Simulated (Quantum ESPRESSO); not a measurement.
Crystal: CaO.

```
CELL_PARAMETERS angstrom
0.00000 2.40356 2.40356
2.40356 0.00000 2.40356
2.40356 2.40356 0.00000
ATOMIC_POSITIONS crystal
Ca 0.00000 0.00000 0.00000
O 0.50000 0.50000 0.50000
```

The cell is a database's computed one.

Base run:

```yaml
Program: Quantum ESPRESSO 7.5
Functional: r2SCAN
Potentials_or_basis: SG15 PBE 1.2
Cutoff: 1197 eV
Density_cutoff: 4789 eV
k_mesh: 8 × 8 × 8
Occupations: fermi-dirac, width 0.05 eV
Spin: no spin polarisation
```

Its results: band gap on the k mesh 4.27 eV, indirect (least direct gap 4.65 eV); pressure -0.9 GPa.

Task: The run is repeated on the same cell with these changes: functional from r2SCAN to SCAN. What comes out?

Result: Band gap on the k mesh 4.25 eV, indirect (least direct gap 4.64 eV); pressure -1.5 GPa.

Caveats: the potentials were made for another functional, which shifts forces and pressure.

Not every run made on this cell is shown here.
